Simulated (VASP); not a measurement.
Ge: single point with PBE

**Measured values to compare with.**

From “Electronic and optical properties of SixGe1-x-ySny alloys lattice-matched to Ge”, 2021, arxiv:2109.02782, for a bulk crystal of Ge at 293 K: band gap 0.666 eV (indirect).

The system is Ge.

```
CELL_PARAMETERS angstrom
0.00000 2.82891 2.82891
2.82891 0.00000 2.82891
2.82891 2.82891 0.00000
ATOMIC_POSITIONS crystal
Ge 0.75000 0.75000 0.75000
Ge 0.50000 0.50000 0.50000
```

```yaml
Program: VASP 6.6.1
Task: single point
Functional: PBE
Potentials_or_basis: VASP PAW PBE potentials, release 64 (Ge_d)
Cutoff: 520 eV
k_mesh: 8 × 8 × 8
Occupations: gaussian, width 0.027 eV
Spin: no spin polarisation
Further_INCAR_settings: ALGO = Normal; EDIFF = 1e-07
```

```json
{"Pressure": "3.5 GPa", "Band gap on the k mesh": "0.03 eV, direct"}
```

Levels at points of the mesh, in eV from the valence-band top:
| k point | band 12 | band 13 | band 14 | band 15 | band 16 | band 17 |
| --- | --- | --- | --- | --- | --- | --- |
| (0.00, 0.00, 0.00) | 0.00 | 0.00 | 0.00 | 0.03 | 2.55 | 2.55 |
| (0.50, 0.00, 0.00) | -7.60 | -1.41 | -1.41 | 0.18 | 3.75 | 3.75 |
| (0.50, 0.50, 0.00) | -8.89 | -3.07 | -3.07 | 0.75 | 0.75 | 9.52 |

Run time: 10 s on 1 thread of Intel(R) Xeon(R) 6975P-C (Granite Rapids) (shared host), peak memory 0.17 GiB.

A measured gap of Ge is 0.666 eV (indirect; 293 K; “Electronic and optical properties of SixGe1-x-ySny alloys lattice-matched to Ge”, 2021, arxiv:2109.02782); the calculated 0.03 eV misses it by -0.63 eV. 3 values of this kind are on record (0.666 to 0.807 eV); this one was drawn at random among those near their median. Spin-orbit coupling on Ge is left out. The value is that of PBE on a finite k mesh, which can miss the band edges, without temperature or zero-point motion. Semilocal functionals fall short of measured gaps as a rule.
